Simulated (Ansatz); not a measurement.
Write the native input for Ansatz 0.2.0 that does the following.

```yaml
Task: relaxation of cell and atoms
Functional: PBEsol
Potentials_or_basis: Ansatz PAW
Cutoff: "420 eV (not typed: the program's choice for these potentials)"
k_mesh: 8 × 8 × 8
Occupations: fermi-dirac, width 0.05 eV
Spin: collinear spin, ferromagnetic start
Starting_moments: "[1.0, 1.0, 1.0, 0.0] μB"
```

AlNi3:

```xyz
4
Lattice="3.5231 0.0000 0.0000 0.0000 3.5231 0.0000 0.0000 0.0000 3.5231" Properties=species:S:1:pos:R:3 pbc="T T T"
Ni    1.7615    1.7615    0.0000
Ni    1.7615    0.0000    1.7615
Ni    0.0000    1.7615    1.7615
Al    0.0000    0.0000    0.0000
```

The cell is a database's computed one.

One way to write it, as run:

input.yaml

```yaml
crystal:
  lattice:
    - [3.5230547267, 0.0, 0.0]
    - [0.0, 3.5230547267, 0.0]
    - [0.0, 0.0, 3.5230547267]
  atoms:
    - { symbol: Ni, position: [0.5, 0.5, 0.0], spin: 1.0 }
    - { symbol: Ni, position: [0.5, 0.0, 0.5], spin: 1.0 }
    - { symbol: Ni, position: [0.0, 0.5, 0.5], spin: 1.0 }
    - { symbol: Al, position: [0.0, 0.0, 0.0] }
hamiltonian:
  xc: pbesol
  pseudopotentials: { kind: paw }
magnetization:
  spin_polarized: true
kpoints:
  mp_grid: { grid: [8, 8, 8] }
scf:
  occupations: { method: fermi_dirac, width: 0.05 }
output:
  forces: true
  stress: true
relax:
  f_tol: 0.01
  max_steps: 40
  cell: { stress_tol: 0.05 }
```

Potentials or basis: Ansatz PAW.

Command:

```console
$ ansatz run input.yaml --threads 2 --pin off --max-ram 5632MiB --backend cpu --events-out ev --progress --plain --runs-dir out
```

It gave:

```
Relaxed volume                         : 10.90 Å³/atom
Relaxed cell                           : a = 3.519 Å, b = 3.519 Å, c = 3.519 Å, α = 90.00°, β = 90.00°, γ = 90.00°
Space group after relaxing (to 0.05 Å) : Pm-3m (No. 221)
Energy gained by relaxing              : 0.1 meV/atom
Ionic steps                            : 4
Pressure after relaxing                : 0.0 GPa
Net moment                             : 0.66 μB per cell
Absolute moment                        : 0.80 μB per cell
Site moments                           : Ni +0.24; Al -0.01 μB
```

Caveat: the plane-wave basis is chosen anew once the cell has moved, so the energies of steps on either side of that aren't comparable; the PAW data sets come from PBE, with cores solved anew for the run's functional, which leaves a small shift of forces and pressure.

Wall time 16 s on 2 threads of Intel(R) Xeon(R) Platinum 8175M CPU @ 2.50GHz (Skylake/Cascade Lake), on a shared host, peak memory 0.45 GiB.
